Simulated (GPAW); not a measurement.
# Mo (Im-3m) in GPAW: notebook, part 2 of 2

GPAW 26.7.0.

## (3) Relaxation of cell and atoms, PBE+D3M(BJ)+U, collinear spin, random start (cell strained at random at fixed volume)

Input file run.py:

```python
from ase.calculators.mixing import SumCalculator
from ase.filters import FrechetCellFilter
from ase.io import read, write
from ase.optimize import BFGS
from dftd3.ase import DFTD3
from gpaw import GPAW, PW, setup_paths

setup_paths.insert(0, '.')

atoms = read('Mo.cif')
atoms.set_initial_magnetic_moments([1.03])

calc = GPAW(mode=PW(600),
            xc='PBE',
            kpts={'size': (6, 6, 6), 'gamma': True},
            occupations={'name': 'fermi-dirac', 'width': 0.05},
            setups={'Mo': ':d,5.0'},
            nbands=16,
            convergence={'density': 1e-05, 'energy': 1e-05},
            maxiter=150,
            txt='gpaw.txt')
atoms.calc = SumCalculator([calc, DFTD3(method='pbe', damping='d3bjm')])
opt = BFGS(FrechetCellFilter(atoms), trajectory='relax.traj', logfile='-')
done = opt.run(fmax=0.01, steps=40)
calc.write('gs.gpw')
write('result.traj', atoms)
print('Converged:', done)
print('Cell:', atoms.cell.cellpar().round(4))
print('Volume:', round(atoms.get_volume(), 4))
print(atoms.get_scaled_positions().round(5))
```

Input file Mo.cif:

```cif
data_Mo
_cell_length_a 2.75460259
_cell_length_b 2.68063438
_cell_length_c 2.76540569
_cell_angle_alpha 107.36488896
_cell_angle_beta 110.66447444
_cell_angle_gamma 109.43008446
_space_group_name_H-M_alt 'P1'
_space_group_name_Hall 'P 1'
_space_group_IT_number 1
loop_
_space_group_symop_operation_xyz
'x,y,z'
loop_
_atom_site_label
_atom_site_type_symbol
_atom_site_symmetry_multiplicity
_atom_site_Wyckoff_symbol
_atom_site_fract_x
_atom_site_fract_y
_atom_site_fract_z
_atom_site_occupancy
Mo1 Mo 1 a 0.0006790000 0.0014610000 0.0009690000 1
```

Potentials or basis: PAW data sets generated in the run's folder for this functional, pw.

Run with:

```
$ gpaw-setup -f PBE Mo
$ OMP_NUM_THREADS=1 python run.py
```

gpaw.txt:

```text
__  _  _
 | _ |_)|_||  |
 |__||  | ||/\| - 26.7.0

Input parameters:
  mode=PW(ecut=600.0),
  convergence={'density': 1e-05, 'energy': 1e-05},
  kpts=MonkhorstPack(size=(6, 6, 6), gamma=True),
  maxiter=150,
  nbands=16,
  occupations=Occupations(name='fermi-dirac', width=0.05),
  setups={'Mo': ':d,5.0'},
  xc=XC(name='PBE')

Diagonalizing LCAO Hamiltonian
Converting LCAO to pw mode

       Mo

Atoms  # Å, Bohr magnetons
|   | symbol |         x |        y |        z |    initial magnetic moments |
|---|--------|-----------|----------|----------|-----------------------------|
| 0 |     Mo | -0.000378 | 0.002512 | 0.002211 | ( 0.0000,  0.0000,  1.0300) |

Unit cell  # Å
| periodic |         x |         y |        z |  lengths |     angles |
|----------|-----------|-----------|----------|----------|------------|
|      yes |  2.754603 |  0.000000 | 0.000000 | 2.754603 | 107.364889 |
|      yes | -0.891730 |  2.527967 | 0.000000 | 2.680634 | 110.664474 |
|      yes | -0.975897 | -1.219440 | 2.282118 | 2.765406 | 109.430084 |

Number of symmetries: 1
Symmetry operations  # r_c * U_cc + t_c -> r_c
|   | kind |            matrix            |
|---|------|------------------------------|
| 0 |  E   |  1, 0, 0,  0, 1, 0,  0, 0, 1 |

BZ-sampling:
  Number of BZ points: 216
  Number of IBZ points: 112
[... 102 lines left out ...]
SCF iterations
|iter     | |      energy | eigst |  dens |  magmom |
|---------|-|-------------|-------|-------|---------|
|iter:   1| |   -5.138851 | +0.16 |       |  +1.0188|
|iter:   2| |   -5.119543 | -2.32 | -0.92 |  +0.9783|
|iter:   3| |   -5.236432 | -1.69 | -0.95 |  +0.4417|
|iter:   4| |   -5.329480 | -3.42 | -1.45 |  +0.2732|
|iter:   5| |   -5.422580 | -3.19 | -1.65 |  +0.0176|
|iter:   6| |   -5.433521 | -4.03 | -2.28 |  +0.0188|
|iter:   7| |   -5.437487 | -4.26 | -2.60 |  +0.0010|
|iter:   8| |   -5.437605 | -5.80 | -3.04 |  +0.0019|
|iter:   9| |   -5.437740 | -5.76 | -3.29 |  -0.0000|
|iter:  10| |   -5.437854 | -5.79 | -3.49 |  -0.0019|
[... 102 further cycles ...]
|iter: 113| |   -5.437685c| -7.04 | -4.89 |  -0.0016|
|iter: 114| |   -5.437684c| -7.67c| -4.94 |  -0.0016|
|iter: 115| |   -5.437681c| -6.69 | -4.91 |  -0.0011|
|iter: 116| |   -5.437684c| -6.89 | -4.92 |  -0.0015|
|iter: 117| |   -5.437684c| -8.28c| -4.91 |  -0.0014|
|iter: 118| |   -5.437685c| -7.61c| -4.82 |  -0.0017|
|iter: 119| |   -5.437687c| -7.35 | -4.98 |  -0.0019|
|iter: 120| |   -5.437690c| -6.94 | -4.98 |  -0.0022|
|iter: 121| |   -5.437686c| -6.94 | -4.94 |  -0.0019|
|iter: 122| |   -5.437687c| -8.33c| -5.01c|  -0.0019|
[... 882 lines left out ...]
Stress tensor  # eV/Ang^3
|         x |         y |         z |
|-----------|-----------|-----------|
| -0.174821 |  0.000367 |  0.000276 |
|  0.000367 | -0.175170 |  0.000140 |
|  0.000276 |  0.000140 | -0.175618 |

Forces  # eV/Ang
|        x |        y |        z |
|----------|----------|----------|
| -0.00000 | -0.00000 | -0.00000 |  # Mo   0

# Writing to gs.gpw (mode='')
```

stdout:

```text
Step          Energy          fmax
BFGS:    0       -7.760977        2.309875
BFGS:    1       -7.838900        0.465535
BFGS:    2       -7.844070        0.281008
BFGS:    3       -7.845565        0.016634
BFGS:    4       -7.845574        0.008118
Converged: True
Cell: [  2.6776   2.6768   2.6776 109.361  109.3635 109.6676]
Volume: 14.7771
[[0.00068 0.00146 0.00097]]
```

Wall time 11 min (1 thread of Arm Neoverse V1, shared host); peak memory 0.28 GiB.

Results:

```yaml
Free_energy: -7.8471 eV
Relaxed_volume: 14.78 Å³/atom
Relaxed_cell: a = 2.678 Å, b = 2.677 Å, c = 2.678 Å, α = 109.36°, β = 109.36°, γ = 109.67°
Space_group_after_relaxing_to_0.05_Å: Im-3m (No. 229)
Energy_gained_by_relaxing: 84.6 meV/atom
Ionic_steps: 5
Pressure_after_relaxing: 0.0 GPa
Band_gap_on_the_k_mesh: none (metal or under the smearing width)
Net_moment: -0.04 μB per cell
Site_moments: Mo -0.04 μB
Dispersion_energy_per_atom: -2.509 eV
```

Stress tensor (GPa, compression positive):
```
-0.06 -0.05 -0.05
-0.05  0.01 -0.02
-0.05 -0.02  0.05
```

Step by step:
| step | energy change (eV) | largest force (eV/Å) | pressure (GPa) | volume (Å³) |
| --- | --- | --- | --- | --- |
| 1 | 0.0000 | 0.0000 | -17.25 | 15.89 |
| 2 | -0.0779 | 0.0000 | 0.22 | 14.77 |
| 3 | -0.0831 | 0.0000 | 0.86 | 14.73 |
| 4 | -0.0846 | 0.0000 | 0.06 | 14.77 |
| 5 | -0.0846 | 0.0000 | 0.00 | 14.78 |

Final structure:
```xyz
1
Lattice="2.6774 -0.0182 0.0268 -0.8834 2.5266 -0.0338 -0.9182 -1.2322 2.1927" Properties=species:S:1:pos:R:3 pbc="T T T"
Mo   -0.0004    0.0025    0.0021
```

Levels at points of the mesh, in eV from the Fermi level:
Spin up:
| k point | band 5 | band 6 | band 7 | band 8 | band 9 | band 10 |
| --- | --- | --- | --- | --- | --- | --- |
| (0.00, 0.00, 0.00) | -7.34 | -2.16 | -2.13 | -1.97 | 2.93 | 3.08 |
| (0.00, 0.00, 0.50) | -5.50 | -4.22 | 1.83 | 2.41 | 3.86 | 4.28 |
| (0.00, 0.50, 0.00) | -5.63 | -4.19 | 1.85 | 2.53 | 3.81 | 4.45 |
| (0.00, 0.50, 0.50) | -5.63 | -4.18 | 1.86 | 2.53 | 3.81 | 4.45 |
| (0.50, 0.00, 0.00) | -5.63 | -4.19 | 1.85 | 2.53 | 3.82 | 4.45 |
| (0.50, 0.00, 0.50) | -5.63 | -4.19 | 1.85 | 2.53 | 3.81 | 4.45 |
| (0.50, 0.50, 0.00) | -5.59 | -4.25 | 1.83 | 2.57 | 3.85 | 4.33 |
| (0.50, 0.50, 0.50) | -4.88 | -4.83 | 3.46 | 3.52 | 3.76 | 9.54 |
Spin down:
```
           k point  band 5  band 6  band 7  band 8  band 9  band 10
(0.00, 0.00, 0.00)   -7.35   -2.58   -2.06   -1.94    2.90     3.01
(0.00, 0.00, 0.50)   -5.92   -4.16    1.81    2.45    3.78     4.53
(0.00, 0.50, 0.00)   -5.59   -4.41    1.85    2.53    3.73     4.22
(0.00, 0.50, 0.50)   -5.59   -4.40    1.85    2.53    3.73     4.22
(0.50, 0.00, 0.00)   -5.59   -4.41    1.85    2.53    3.73     4.22
(0.50, 0.00, 0.50)   -5.59   -4.41    1.85    2.53    3.73     4.22
(0.50, 0.50, 0.00)   -5.72   -4.05    1.81    2.11    3.78     4.41
(0.50, 0.50, 0.50)   -4.91   -4.89    3.09    3.59    3.71     9.53
```

Caveat: the k mesh is coarse (spacing up to 0.47 Å⁻¹), so the values aren't converged; each step starts from the last one's moments, so a moment once lost doesn't come back; later steps reuse the first step's grids; pairwise dispersion overbinds metals, which lowers pressure and volume; the U is typed as a test and isn't derived for this compound. The state reached can hang on the start; a lower one may exist.

## (4) Band structure, PBE+D4, spin-orbit coupling, no magnetisation

Input file run.py:

```python
import numpy as np
from ase.calculators.mixing import SumCalculator
from ase.dft.bandgap import bandgap
from ase.io import read, write
from ase.units import GPa
from dftd4.ase import DFTD4
from gpaw import GPAW, PW
from gpaw.spinorbit import soc_eigenstates

atoms = read('Mo.xyz')

calc = GPAW(mode=PW(600),
            xc='PBE',
            kpts={'size': (12, 12, 12), 'gamma': True},
            occupations={'name': 'fermi-dirac', 'width': 0.15},
            setups={'Mo': '6'},
            nbands=-9,
            convergence={'density': 1e-05, 'energy': 1e-05},
            maxiter=100,
            txt='gpaw.txt')
atoms.calc = SumCalculator([calc, DFTD4(method='pbe')])
energy = atoms.get_potential_energy()
forces = atoms.get_forces()
stress = atoms.get_stress()
calc.write('gs.gpw')
write('result.traj', atoms)
print(f'Energy: {energy:.6f} eV')
print('Forces (eV/A):')
print(forces.round(4))
print('Stress (GPa):', (stress / GPa).round(3))
print('Fermi level:', round(calc.get_fermi_level(), 4), 'eV')
print(f'Gap: {bandgap(calc)[0]:.4f} eV, direct: {bandgap(calc, direct=True)[0]:.4f} eV')

path = atoms.cell.bandpath('GHNGPH,PN', npoints=60, eps=1e-4)
bs_calc = calc.fixed_density(kpts=path, symmetry='off', nbands=-16,
                             convergence={'bands': 'CBM+6.0', 'eigenstates': 1e-6}, txt='bands.txt')
bs = bs_calc.band_structure()
bs.write('bs.json')
print(f'Gap on the path: {bandgap(bs_calc)[0]:.4f} eV')

soc = soc_eigenstates(bs_calc, theta=54.7, phi=45)
np.savetxt('soc_bands.dat', soc.eigenvalues(), fmt='%.4f')
mesh = soc_eigenstates('gs.gpw', theta=54.7, phi=45)
np.savetxt('soc_mesh.dat', mesh.eigenvalues(), fmt='%.4f')
print('Fermi level with spin-orbit coupling:', round(mesh.fermi_level, 4), 'eV')
```

Input file Mo.xyz:

```xyz
1
Lattice="-1.5838089719 1.5838089719 1.5838089719 1.5838089719 -1.5838089719 1.5838089719 1.5838089719 1.5838089719 -1.5838089719" Properties=species:S:1:pos:R:3 pbc="T T T"
Mo     0.0000000000      0.0000000000      0.0000000000
```

Potentials or basis: GPAW PAW data sets (gpaw-data 1.2.1), other valence, pw.

Run with:

```
$ OMP_NUM_THREADS=1 python run.py
```

Run time: 17 s. Hardware: 1 thread of Arm Neoverse V1, shared host; peak memory 0.21 GiB.

The run converged. Its results:

```yaml
Free_energy: -11.4349 eV
Pressure: -5.7 GPa
Band_gap_along_the_path: none (metal or under the smearing width)
Dispersion_energy_per_atom: -0.600 eV
```

Levels at the corners of the path, in eV from the Fermi level:
```csv
point,band 3,band 4,band 5,band 6,band 7,band 8,band 9,band 10
Γ,-1.35,-1.35,-1.35,-1.35,-1.21,-1.21,1.62,1.62
H,-5.26,-5.26,3.83,3.83,3.83,3.83,4.04,4.04
N,-3.28,-3.28,1.62,1.62,1.64,1.64,2.25,2.25
Γ,-1.35,-1.35,-1.35,-1.35,-1.21,-1.21,1.62,1.62
P,-2.52,-2.52,-2.52,-2.52,2.36,2.36,2.36,2.36
H,-5.26,-5.26,3.83,3.83,3.83,3.83,4.04,4.04
P,-2.52,-2.52,-2.52,-2.52,2.36,2.36,2.36,2.36
N,-3.28,-3.28,1.62,1.62,1.64,1.64,2.25,2.25
```

Caveat: spin-orbit coupling was added after a scalar SCF, so levels and gaps hold it while energy, forces, pressure and moments don't; this program's spin-orbit splittings come out too wide for heavy elements; pairwise dispersion overbinds metals, which lowers pressure and volume.
